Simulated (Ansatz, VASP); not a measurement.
## Pb: VASP beside Ansatz

INCAR

```
  ALGO = Normal
  EDIFF = 1E-6
  ENCUT = 520
  GGA = CA
  ISIF = 2
  ISMEAR = -1
  LASPH = True
  LCHARG = False
  LREAL = False
  LWAVE = False
  NBANDS = 13
  NELM = 80
  PREC = Accurate
  SIGMA = 0.05
```

The input KPOINTS:

```
k-points
0
Gamma
  14 14 14
```

Contents of POSCAR:

```
Pb
1.0
   -1.4230663433      1.4230663433      1.4230663433
    1.4230663433     -1.4230663433      1.4230663433
    1.4230663433      1.4230663433     -1.4230663433
Pb
1
Direct
    0.0000000000      0.0000000000      0.0000000000
```

Input for Ansatz:

```yaml
crystal:
  lattice:
    - [-1.4230663433, 1.4230663433, 1.4230663433]
    - [1.4230663433, -1.4230663433, 1.4230663433]
    - [1.4230663433, 1.4230663433, -1.4230663433]
  atoms:
    - { symbol: Pb, position: [0.0, 0.0, 0.0] }
kpoints:
  mp_grid: { grid: [14, 14, 14] }
scf:
  occupations: { method: fermi_dirac, width: 0.05 }
hamiltonian:
  xc: lda
  pseudopotentials: { kind: all_electron, datasets: crystal }
output:
  forces: true
  stress: true
  eigenvalues: true
```

Change from the starting cell: volume scaled by 0.4, crystal datasets.

Alike in both runs: task single point; functional LDA; k mesh 14 × 14 × 14; occupations fermi-dirac, width 0.05 eV; no spin polarisation.

|  | VASP | Ansatz |
| --- | --- | --- |
| version | VASP 6.6.1 | Ansatz 0.2.0 |
| potentials or method | VASP PAW LDA potentials, release 64 (Pb_d) | all-electron PAW with datasets made for the crystal, scalar-relativistic |
| plane-wave cutoff (eV) | 520 | see its input |

```tsv
	VASP	Ansatz	Ansatz less VASP
pressure (GPa)	473.8	469.4	-4.41
```

Ansatz ran all-electron here, so the differences hold the error of VASP's frozen core and of both bases.

Caveats: the cell as given lies far from equilibrium; so large a pressure means that the cell lies far from this level's equilibrium, or that cutoff or potentials fall short (VASP). The runs have no spin-orbit coupling, so splittings on Pb are missing.
